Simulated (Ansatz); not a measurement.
Crystal: TiC.

```
Ti C
1.0
     0.00000    2.16572    2.16572
     2.16572    0.00000    2.16572
     2.16572    2.16572    0.00000
Ti C
1 1
Direct
  0.00000 0.00000 0.00000
  0.50000 0.50000 0.50000
```

The cell is a database's computed one.

Program: Ansatz 0.2.0. Alike in all runs: no spin polarisation; cell as given; k mesh 11 × 11 × 11.

**Question.** Order these runs on this cell by their pressure, lowest first.
A. level PBE; potentials or basis Ansatz PAW; cutoff (eV) 420; smearing gaussian 0.029 eV
B. level PBEsol; potentials or basis Ansatz PAW; cutoff (eV) 420; smearing gaussian 0.02 eV
C. level LDA; potentials or basis JTH PAW LDA; cutoff (eV) 1230; smearing fermi-dirac 0.05 eV; points for each segment of the path 14
D. level RPBE; potentials or basis Ansatz PAW; cutoff (eV) 420; smearing gaussian 0.02 eV
E. level PBEsol+U; potentials or basis Ansatz PAW; U Ti d U = 3 eV; cutoff (eV) 420; smearing fermi-dirac 0.05 eV; points for each segment of the path 14; hubbard projectors ortho-atomic (the default); double counting fll (the default)

**Answer.** C (-11.9 GPa), B (-6.7 GPa), E (-2.0 GPa), A (0.3 GPa), D (4.9 GPa).

Caveats: the PAW data sets come from PBE, with cores solved anew for the run's functional, which leaves a small shift of forces and pressure (some runs); the potentials were made for another functional, which shifts forces and pressure (some runs); U without spin polarisation on a metal has little footing (some runs); the U is typed as a test and isn't derived for this compound (some runs).

Not every run made on this cell is shown here.
